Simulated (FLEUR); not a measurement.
# TePb (Fm-3m) in FLEUR: a series of runs, part 2 of 2

FLEUR MaX-R8.1 (later development tree).

## Step 3: Equation of state, LDA (Moruzzi-Janak-Williams), 31.71 Å³/atom (volume scaled by 0.94)

Changes to inp.xml since step 2:

```diff
@@ -24,3 +24,3 @@
       <xi:include xmlns:xi="http://www.w3.org/2001/XInclude" href="sym.xml"> </xi:include>
-      <bulkLattice scale="1.0">
+      <bulkLattice scale="0.9795861087">
          <bravaisMatrix>
```

Potentials or basis: all-electron, FLAPW.

Run with:

```bash
inpgen -f crystal.txt -profile fastHighL
# inp.xml edited to the form shown
fleur_MPI
```

Standard output:

```text
Welcome to FLEUR        (www.flapw.de)
      MaX-Release 8.1          (www.max-centre.eu)

 ========== k-point set info ==========
 Selected k-point list: default-1
 k-point list type: mesh
 7 x 7 x 7
 Number of k points: 20

 ------------Calculation Setup---------------------------
 Number of MPI-tasks      :            1
 Number of PE/node        :            1
 Number of OMP-threads    :            1
 Most efficient MPI parallelization for:
           1           2           4           5          10          20
 Additional eigenvalue parallelization possible
 Number of basis functions:          615
 Approximate size of matrices (H+S) per k-point:         0.006 GB
 --------------------------------------------------------
 Iteration:     1   Distance:       8.66832055 me/bohr^3
 Iteration:     2   Distance:       8.12883724 me/bohr^3
 Iteration:     3   Distance:       3.19865614 me/bohr^3
 Iteration:     4   Distance:       0.84359081 me/bohr^3
 Iteration:     5   Distance:       0.64832731 me/bohr^3
 Iteration:     6   Distance:       0.05670171 me/bohr^3
 Iteration:     7   Distance:       0.04430906 me/bohr^3
 Iteration:     8   Distance:       0.00994787 me/bohr^3
 Iteration:     9   Distance:       0.00435152 me/bohr^3
 Iteration:    10   Distance:       0.00145322 me/bohr^3
 Iteration:    11   Distance:       0.00035752 me/bohr^3
 Iteration:    12   Distance:       0.00006883 me/bohr^3
 Iteration:    13   Distance:       0.00003905 me/bohr^3
 Iteration:    14   Distance:       0.00000558 me/bohr^3

 ********************************************************************
 Run finished successfully
 Stop message:
   all done
 ********************************************************************
```

out.xml (last iteration):

```text
<iteration numberForCurrentRun="   14" overallNumber="   14">
         <energyParameters units="Htr">
            <atomicEP atomType="1" spin="1" branch="6s" branchLowest="-4.89" branchHighest="0.55" value="-0.0843476987"/>
            <atomicEP atomType="1" spin="1" branch="6p" branchLowest="-2.74" branchHighest="1.38" value="0.1962844282"/>
            <atomicEP atomType="1" spin="1" branch="5d" branchLowest="-14.32" branchHighest="-0.31" value="-0.3384731755"/>
[... 148 lines left out ...]
            </atomTypeDependentContributions>
            <tkbTimesEntropy value="0.0000000000"/>
            <freeEnergy value="-27707.6587922225"/>
            <extrapolationTo0K value="-27707.6587922225"/>
         </totalEnergy>
         <densityConvergence units="me/bohr^3">
            <chargeDensity spin="1" distance="0.0000055779"/>
         </densityConvergence>
      </iteration>
```

It took 36 s on 1 thread of Arm Neoverse V1, shared host; peak memory 0.08 GiB.

Results:

| Item | Value |
| --- | --- |
| Free energy | -753963.8054 eV |
| Valence electrons inside the program's atomic spheres | Pb 18.00; Te 20.18 (radii Pb 2.66, Te 2.66 bohr) |

Caveat: this odd mesh misses L, where the gap lies, so gap, dielectric constants and Born charges aren't listed.

## Step 4: Equation of state, LDA (Moruzzi-Janak-Williams), 32.38 Å³/atom (volume scaled by 0.96)

Changes to inp.xml since step 3:

```diff
@@ -24,3 +24,3 @@
       <xi:include xmlns:xi="http://www.w3.org/2001/XInclude" href="sym.xml"> </xi:include>
-      <bulkLattice scale="0.9795861087">
+      <bulkLattice scale="0.9864848297">
          <bravaisMatrix>
```

Run with:

```bash
inpgen -f crystal.txt -profile fastHighL
# inp.xml edited to the form shown
fleur_MPI
```

Run time: 37 s. Hardware: 1 thread of Arm Neoverse V1, shared host; peak memory 0.09 GiB.

Results (log left out):

```
Free energy                                           : -753963.8115 eV
Valence electrons inside the program's atomic spheres : Pb 17.98; Te 20.16 (radii Pb 2.66, Te 2.66 bohr)
```

Caveat: this odd mesh misses L, where the gap lies, so gap, dielectric constants and Born charges aren't listed.

## Step 5: Equation of state, LDA (Moruzzi-Janak-Williams), 33.73 Å³/atom

Changes to inp.xml since step 4:

```diff
@@ -24,3 +24,3 @@
       <xi:include xmlns:xi="http://www.w3.org/2001/XInclude" href="sym.xml"> </xi:include>
-      <bulkLattice scale="0.9864848297">
+      <bulkLattice scale="1.0000000000">
          <bravaisMatrix>
```

Run with:

```bash
inpgen -f crystal.txt -profile fastHighL
# inp.xml edited to the form shown
fleur_MPI
```

Wall time 39 s (1 thread of Arm Neoverse V1, shared host); peak memory 0.09 GiB.

It converged, with:

| Item | Value |
| --- | --- |
| Free energy | -753963.7986 eV |
| Valence electrons inside the program's atomic spheres | Pb 17.95; Te 20.14 (radii Pb 2.66, Te 2.66 bohr) |

Caveat: this odd mesh misses L, where the gap lies, so gap, dielectric constants and Born charges aren't listed.

## Step 6: Equation of state, LDA (Moruzzi-Janak-Williams), 35.08 Å³/atom (volume scaled by 1.04)

Changes to inp.xml since step 5:

```diff
@@ -24,3 +24,3 @@
       <xi:include xmlns:xi="http://www.w3.org/2001/XInclude" href="sym.xml"> </xi:include>
-      <bulkLattice scale="1.0000000000">
+      <bulkLattice scale="1.0131594038">
          <bravaisMatrix>
```

Potentials or basis: all-electron, FLAPW.

Run with:

```bash
inpgen -f crystal.txt -profile fastHighL
# inp.xml edited to the form shown
fleur_MPI
```

Run time: 45 s. Hardware: 1 thread of Arm Neoverse V1, shared host; peak memory 0.09 GiB.

The run converged. Its results:

```
Free energy                                           : -753963.7578 eV
Valence electrons inside the program's atomic spheres : Pb 17.92; Te 20.12 (radii Pb 2.66, Te 2.66 bohr)
```

Caveat: this odd mesh misses L, where the gap lies, so gap, dielectric constants and Born charges aren't listed.

## Step 7: Equation of state, LDA (Moruzzi-Janak-Williams), 35.75 Å³/atom (volume scaled by 1.06)

Changes to inp.xml since step 6:

```diff
@@ -24,3 +24,3 @@
       <xi:include xmlns:xi="http://www.w3.org/2001/XInclude" href="sym.xml"> </xi:include>
-      <bulkLattice scale="1.0131594038">
+      <bulkLattice scale="1.0196128224">
          <bravaisMatrix>
```

Run with:

```bash
inpgen -f crystal.txt -profile fastHighL
# inp.xml edited to the form shown
fleur_MPI
```

It took 47 s on 1 thread of Arm Neoverse V1, shared host; peak memory 0.09 GiB.

Results (log left out):

```
Free energy                                           : -753963.7289 eV
Valence electrons inside the program's atomic spheres : Pb 17.90; Te 20.11 (radii Pb 2.66, Te 2.66 bohr)
```

Caveat: this odd mesh misses L, where the gap lies, so gap, dielectric constants and Born charges aren't listed.

## Step 8: Equation of state, LDA (Moruzzi-Janak-Williams)

Potentials or basis: all-electron, FLAPW.

No new run: the results of the series are fitted here.

What came out:

- Equilibrium volume: 32.51 Å³/atom
- Bulk modulus: 49 GPa
- Pressure derivative of the bulk modulus: 4.5 (rough: it moves with the points fitted)

Energy against volume, from the lowest point:
| volume (Å³/atom) | energy (meV/atom) |
| --- | --- |
| 31.706 | 3.06 |
| 32.380 | 0.00 |
| 33.730 | 6.46 |
| 35.079 | 26.83 |
| 35.753 | 41.30 |

Caveat: this odd mesh misses L, where the gap lies, so gap, dielectric constants and Born charges aren't listed.

## Step 9: Against experiment

Step 2. Against the measured gap of TePb, 0.19 eV (direct; 4.2 K; a printed reference work, monograph), the calculated 0.65 eV is off by +0.46 eV. Spin-orbit coupling on Pb, Te is left out. The value is that of LDA (Moruzzi-Janak-Williams), without temperature or zero-point motion.
